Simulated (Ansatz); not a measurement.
# Profile along the Sb–Al line in AlSb (zinc blende)

AlSb (zinc blende)

```cif
data_Al4Sb4
_chemical_formula_sum 'Sb4 Al4'
_space_group_name_H-M_alt 'F-43m'
_space_group_IT_number 216
_space_group_name_Hall 'F -4 2 3'
_cell_length_a 6.22551
_cell_length_b 6.22551
_cell_length_c 6.22551
_cell_angle_alpha 90.000
_cell_angle_beta 90.000
_cell_angle_gamma 90.000
loop_
_atom_site_label
_atom_site_type_symbol
_atom_site_symmetry_multiplicity
_atom_site_Wyckoff_symbol
_atom_site_fract_x
_atom_site_fract_y
_atom_site_fract_z
_atom_site_occupancy
Sb1 Sb 4 c 0.25000 0.25000 0.25000 1
Al1 Al 4 a 0.00000 0.00000 0.00000 1
```
(The calculation used a cell of 2 atoms; values per cell refer to that cell.)

Fields along a shortest Sb–Al line of a {110} plane (2.70 Å), from Sb to Al, interpolated on the slice's grid (step about 0.2 Å). All values below come from PBE (plane waves to 420 eV, PAW, scalar-relativistic; Ansatz, a program for electronic structure). k mesh 13×13×13. These are valence fields of a PAW run, semicore shells included where kept as valence: close to a nucleus they are smooth pseudo fields. AlSb was relaxed with its symmetry unable to fall. Spin-orbit coupling is left out, though Sb is heavy.

```json
[
 {"distance from Sb (Å)": "0.00", "valence electron density (e/Å³)": "23.12", "electron localisation function": "x"},
 {"distance from Sb (Å)": "0.14", "valence electron density (e/Å³)": "20.73", "electron localisation function": "x"},
 {"distance from Sb (Å)": "0.27", "valence electron density (e/Å³)": "15.01", "electron localisation function": "x"},
 {"distance from Sb (Å)": "0.41", "valence electron density (e/Å³)": "8.87", "electron localisation function": "x"},
 {"distance from Sb (Å)": "0.54", "valence electron density (e/Å³)": "4.44", "electron localisation function": "0.08"},
 {"distance from Sb (Å)": "0.68", "valence electron density (e/Å³)": "2.09", "electron localisation function": "0.20"},
 {"distance from Sb (Å)": "0.81", "valence electron density (e/Å³)": "1.10", "electron localisation function": "0.31"},
 {"distance from Sb (Å)": "0.95", "valence electron density (e/Å³)": "0.72", "electron localisation function": "0.40"},
 {"distance from Sb (Å)": "1.08", "valence electron density (e/Å³)": "0.55", "electron localisation function": "0.54"},
 {"distance from Sb (Å)": "1.22", "valence electron density (e/Å³)": "0.45", "electron localisation function": "0.71"},
 {"distance from Sb (Å)": "1.35", "valence electron density (e/Å³)": "0.39", "electron localisation function": "0.85"},
 {"distance from Sb (Å)": "1.49", "valence electron density (e/Å³)": "0.36", "electron localisation function": "0.90"},
 {"distance from Sb (Å)": "1.62", "valence electron density (e/Å³)": "0.33", "electron localisation function": "0.92"},
 {"distance from Sb (Å)": "1.76", "valence electron density (e/Å³)": "0.30", "electron localisation function": "0.92"},
 {"distance from Sb (Å)": "1.89", "valence electron density (e/Å³)": "0.26", "electron localisation function": "0.86"},
 {"distance from Sb (Å)": "2.03", "valence electron density (e/Å³)": "0.19", "electron localisation function": "0.56"},
 {"distance from Sb (Å)": "2.16", "valence electron density (e/Å³)": "0.13", "electron localisation function": "0.17"},
 {"distance from Sb (Å)": "2.30", "valence electron density (e/Å³)": "0.09", "electron localisation function": "x"},
 {"distance from Sb (Å)": "2.43", "valence electron density (e/Å³)": "0.07", "electron localisation function": "x"},
 {"distance from Sb (Å)": "2.57", "valence electron density (e/Å³)": "0.06", "electron localisation function": "x"},
 {"distance from Sb (Å)": "2.70", "valence electron density (e/Å³)": "0.06", "electron localisation function": "x"}
]
```

x: too close to a nucleus for the ELF to mean much.

Density on the Sb–Al line (2.70 Å) at its midpoint: 0.39 e/Å³. ELF at that point: 0.8. ELF maximum in the middle third of the Sb–Al line: 0.92, 1.7 Å from Sb.
